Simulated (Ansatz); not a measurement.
Runs of Ansatz 0.2.0 on PbSe. The structure is cubic, space group Pm-3m (No. 221). The conventional cell has a = 3.784 Å, b = 3.784 Å, c = 3.784 Å, α = 90.00°, β = 90.00°, γ = 90.00°. Pb (site symmetry m-3m) is surrounded by 8 Se at 3.28 Å. Se (site symmetry m-3m) is surrounded by 8 Pb at 3.28 Å. Measurements of this composition are mostly on another form, of space group No. 225.

```csv
task,level,spin,cell,k mesh,points for each segment of the path,mesh quality,gap on the mesh (eV),pressure (GPa)
single point,B3LYP,off,as given,4 × 4 × 4,-,coarse,none,2.6
single point,HSE06,"SOC, no magnetisation",as given,3 × 3 × 3,-,coarse,(b),-1.8
band structure,HSE06,off,as given,4 × 4 × 4,4,coarse,none,-1.0
relaxation of cell and atoms,HF,off,relaxed,4 × 4 × 4,-,not flagged,4.59,0.0
single point,HF,off,as given,4 × 4 × 4,-,not flagged,4.05,(a)
```

Alike in all rows: potentials or basis Ansatz PAW; cutoff (eV) 420; smearing fermi-dirac 0.05 eV.

Task: Estimate the missing entries.

Result: (a) 5.8; (b) 1.48.

Caveats: some runs use coarse meshes; the PAW data sets come from PBE, with cores solved anew for the run's functional, which leaves a small shift of forces and pressure; the thresholds are loose for stress (some runs); spin-orbit coupling is left out, which as a rule narrows the gap of such compounds by several tenths of an eV (some runs); odd divisions of the mesh miss points on the zone boundary, where band edges often lie, so the gap on the mesh can be too wide (some runs); spin-orbit coupling is left out, which moves the levels of the heavy elements (some runs); the plane-wave basis is chosen anew once the cell has moved, so the energies of steps on either side of that aren't comparable (some runs).

A k mesh can miss the band edges, and rows without SOC leave out spin-orbit coupling on Pb, Se.

A gap of «none» marks a metal or a gap under the smearing width.
